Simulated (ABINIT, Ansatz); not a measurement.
An input for Ansatz 0.2.0 (F (C2/m)):

```yaml
crystal:
  lattice:
    - [2.6504942725, -1.5173207734, 0.0]
    - [2.6504942725, 1.5173207734, 0.0]
    - [-2.1034238926, 0.0, 6.7261075073]
  atoms:
    - { symbol: F, position: [0.50449513, 0.50449513, 0.40085011] }
    - { symbol: F, position: [0.08535816, 0.08535816, 0.09860326] }
    - { symbol: F, position: [0.49550487, 0.49550487, 0.59914989] }
    - { symbol: F, position: [0.91464184, 0.91464184, 0.90139674] }
kpoints:
  mp_grid: { grid: [8, 8, 4] }
hamiltonian:
  xc: lda
scf:
  occupations: { method: fixed }
dielectric: {}
```

```sh
ansatz run input.yaml --threads 4 --pin off --max-ram 5529MiB --backend cpu --events-out ev --progress --plain --runs-dir out
```

**Question.** How long will it take on 4 threads of Arm Neoverse V2, shared host, and how much memory?

It took 22 s; on shared hardware allow 11 s to 44 s. Peak host memory was 0.84 GiB.

[Paths, hosts, dates, memory and timing lines, banners, echoed tables and standing remarks are left out of the program output.]

[Logs are printed without paths, hosts, clocks, repeated set-up lines and the standing remarks that a program may print on its own settings, such as how far it seeks lower states.]

[Runs of the session that timed out or met a known fault of the program may be left out.]

[Hosts, paths, dates, database ids (printed as entryN), source tags and the programs' standing remarks are cut or masked in the printed files.]

[G0W0 gaps are taken among the corrected bands and points alone; a level outside them can change the order at an edge.]

[Where Ansatz stands beside ABINIT at settings called matched, ABINIT's density can come from a denser mesh and the files from another edition; pairs whose starting gaps differed by over 0.03 eV were left out, so agreement reads better than it is.]
